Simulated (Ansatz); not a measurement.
A (110) slab of CaF$_{2}$ (Fm-3m (No. 225)), 6 planes, outer planes CaF2 (top) and CaF2 (bottom), with 18 atoms (Ca6F12) in a surface cell of A = 20.778 Å², as cut from the bulk:

```yaml
crystal:
  lattice:
    - [3.83306, 0.00000, 0.00000]
    - [0.00000, 5.42076, 0.00000]
    - [0.00000, 0.00000, 24.58265]
  atoms:
    - { symbol: Ca, position: [0.50000, 0.50000, 0.30509] }
    - { symbol: F, position: [0.00000, 0.75000, 0.30509] }
    - { symbol: F, position: [0.00000, 0.25000, 0.30509] }
    - { symbol: Ca, position: [0.00000, 0.00000, 0.38306] }
    - { symbol: F, position: [0.50000, 0.25000, 0.38306] }
    - { symbol: F, position: [0.50000, 0.75000, 0.38306] }
    - { symbol: Ca, position: [0.50000, 0.50000, 0.46102] }
    - { symbol: F, position: [0.00000, 0.75000, 0.46102] }
    - { symbol: F, position: [0.00000, 0.25000, 0.46102] }
    - { symbol: Ca, position: [0.00000, 0.00000, 0.53898] }
    - { symbol: F, position: [0.50000, 0.25000, 0.53898] }
    - { symbol: F, position: [0.50000, 0.75000, 0.53898] }
    - { symbol: Ca, position: [0.50000, 0.50000, 0.61694] }
    - { symbol: F, position: [0.00000, 0.75000, 0.61694] }
    - { symbol: F, position: [0.00000, 0.25000, 0.61694] }
    - { symbol: Ca, position: [0.00000, 0.00000, 0.69491] }
    - { symbol: F, position: [0.50000, 0.25000, 0.69491] }
    - { symbol: F, position: [0.50000, 0.75000, 0.69491] }
```

These are results of DFT PBEsol, scalar-relativistic, plane waves, PAW (Ansatz), not measurements. Settings: cutoff 420 eV, Γ-centred mesh 7×5×1 on the computed 18-atom cell, Gaussian smearing of 0.05 eV; no spin polarisation. The cell repeats along c with a dipole correction in the vacuum.

Against the same 18 atoms in the bulk, the slab as cut lies 2.025 eV higher and the relaxed slab 1.677 eV higher.

Task: Work out the surface energy before and after relaxation.

Result: The slab has two faces, so γ = (E_slab − N·E_bulk)/(2A), the mean of both. As cut: 2.025/(2 × 20.778) = 0.0487 eV/Å², and 1 eV/Å² = 16.02 J/m², so γ = 0.78 J/m². Relaxed: 1.677/(2 × 20.778) = 0.0404 eV/Å² = 0.65 J/m². Relaxation recovers 17 % of the cost of cutting.

Task: What is the ideal work of this cut, per area?

Result: Griffith's ideal work is 2γ: 1.56 J/m² if the new faces stay rigid, 1.29 J/m² if they relax. One thickness was run, 6 planes, so γ can still shift with it.